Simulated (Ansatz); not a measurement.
Relaxing Ga₂S

Computed with Ansatz 0.2.0, DFT PBE, scalar-relativistic, plane waves, PAW. Cutoff 420 eV, Γ-centred k mesh, Gaussian smearing, no spin polarisation in the final step.

The start puts Ga₂S on the anti-cadmium chloride structure type (R-3m, No. 166), with S in place of Cd, Ga in place of Cl, at a guessed volume.

```
CELL_PARAMETERS angstrom
1.77117 1.02258 5.34938
-1.77117 1.02258 5.34938
0.00000 -2.04517 5.34938
ATOMIC_POSITIONS crystal
Ga 0.75000 0.75000 0.75000
Ga 0.25000 0.25000 0.25000
S 0.00000 0.00000 0.00000
```

Cell and atoms relax at zero pressure; the relaxation can't lower the symmetry of the start. After a coarse first stage the cell is made exact in the group found at 0.06 Å.

Formation energies are uncorrected and refer to the elements' standard structures at the same level.

(1) Describe the relaxed structure.

(2) What are its volume, energy, density and gap?

Answers

(1) It keeps R-3m (No. 166). The result has the cadmium chloride structure. Conventional cell: a = 3.620 Å, c = 15.906 Å. Ga has 3 S at 2.65 Å and 3 Ga at 2.93 Å; S is coordinated by 6 Ga at 2.65 Å.

```xyz
3
Lattice="1.8099 1.0450 5.3021 -1.8099 1.0450 5.3021 0.0000 -2.0899 5.3021" Properties=species:S:1:pos:R:3 pbc="T T T"
Ga    0.0000    0.0000   12.2276
Ga    0.0000    0.0000    3.6788
S     0.0000    0.0000    0.0000
```

(2) The volume per atom is 20.06 Å³ and the density is 4.73 g/cm³. The energy over the elements is -0.22 eV/atom and the gap on the 18×18×18 mesh is 0 eV (a metal).

The final run used a 18×18×18 mesh on its 3-atom cell and 0.10 eV smearing. For metals, differences of a few meV/atom aren't resolved. Symmetry constrained the relaxation, so the result can be a saddle point.

Cost: 3 runs of about 7 core-minutes in all, on AMD EPYC (Zen 3) (shared hosts).